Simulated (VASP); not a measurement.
Ag: equation of state with PBEsol

Ag:

```xyz
2
Lattice="2.9300 0.0000 0.0000 -1.4650 2.5375 0.0000 0.0000 0.0000 4.7900" Properties=species:S:1:pos:R:3 pbc="T T T"
Ag    1.4650    0.8458    3.5925
Ag    0.0000    1.6916    1.1975
```

This isn't the form of Ag at room conditions, which is fcc.

```
Program             : VASP 6.6.1
Task                : equation of state
Functional          : PBEsol
Potentials or basis : VASP PAW PBE potentials, release 64 (Ag)
Cutoff              : 520 eV
k mesh              : 10 × 10 × 6
Occupations         : fermi-dirac, width 0.05 eV
Spin                : no spin polarisation
```

| Quantity | Value |
| --- | --- |
| Equilibrium volume | 16.71 Å³/atom (rough: see the caveat) |
| Bulk modulus at fixed shape and positions | 117 GPa (rough) |

Energy against volume, from the lowest point:
```
volume (Å³/atom)  energy (meV/atom)
          16.738               0.00
          17.094               2.99
          17.450              10.73
          17.806              22.58
          18.162              37.99
          18.518              56.46
          18.875              77.58
```

All runs of the series together: 2.5 min on 1 thread of Intel(R) Xeon(R) Platinum 8259CL CPU @ 2.50GHz (Skylake/Cascade Lake) (shared host).

Caveat: the minimum lies outside the volumes run; the cell was scaled at fixed shape and fractional positions, which overstates the stiffness of a crystal with free parameters, most of all of layers and chains; the PAW data sets were made with another functional, which shifts forces and pressure a little.
